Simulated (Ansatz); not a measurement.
Runs of Ansatz 0.2.0 on Ga. Symmetry: P2_1/m, No. 11, monoclinic system. The conventional cell has a = 2.778 Å, b = 3.282 Å, c = 4.210 Å, α = 90.00°, β = 108.61°, γ = 90.00°. Around Ga (site symmetry m) lie 8 Ga at 2.71 to 2.84 Å. This isn't the form of Ga at room conditions, which is orthorhombic.

```tsv
task	level	potentials or basis	spin	cell	k mesh	cutoff (eV)	basis error allowed	pressure (GPa)	relaxed volume (Å³/atom)	largest force (eV/Å)
band structure	PBEsol	all-electron LAPW, inner shells corrected to Dirac's equation	off	as given	10 × 8 × 7	251	0.001 eV/atom	-0.6	-	0.07
band structure	LDA	all-electron LAPW, relativistic spinors	SOC, no magnetisation	as given	7 × 6 × 5	251	0.001 eV/atom	-2.7	-	(b)
relaxation of cell and atoms	PBE+D3(BJ)	all-electron LAPW, scalar-relativistic	off	relaxed	10 × 8 × 7	-	0.001 eV/atom	0.0	(a)	-
band structure	PBEsol	all-electron PAW datasets made for the crystal	off	as given	10 × 8 × 7	240	-	-0.6	-	0.07
relaxation of cell and atoms	PBE+D4	all-electron LAPW, scalar-relativistic	off	relaxed	10 × 8 × 7	-	0.001 eV/atom	0.0	17.85	-
relaxation of cell and atoms	LDA	all-electron LAPW, scalar-relativistic	off	relaxed	7 × 6 × 5	-	0.001 eV/atom	0.0	17.38	-
band structure	PBEsol	all-electron LAPW, non-relativistic	off	as given	10 × 8 × 7	251	0.001 eV/atom	-0.5	-	0.06
relaxation of cell and atoms	PBE	all-electron LAPW, scalar-relativistic	off	relaxed	10 × 8 × 7	-	0.001 eV/atom	0.0	19.22	-
```

Alike in all rows: smearing fermi-dirac 0.05 eV.

Q: Estimate the missing entries.

A: (a) 18.25; (b) 0.13.

Caveats: the k mesh is thin for a metal, which can move the energy by tens of meV per atom (some runs); relativity is left out, which matters for the heavier elements (some runs).

The runs don't all hold the same shells in valence.
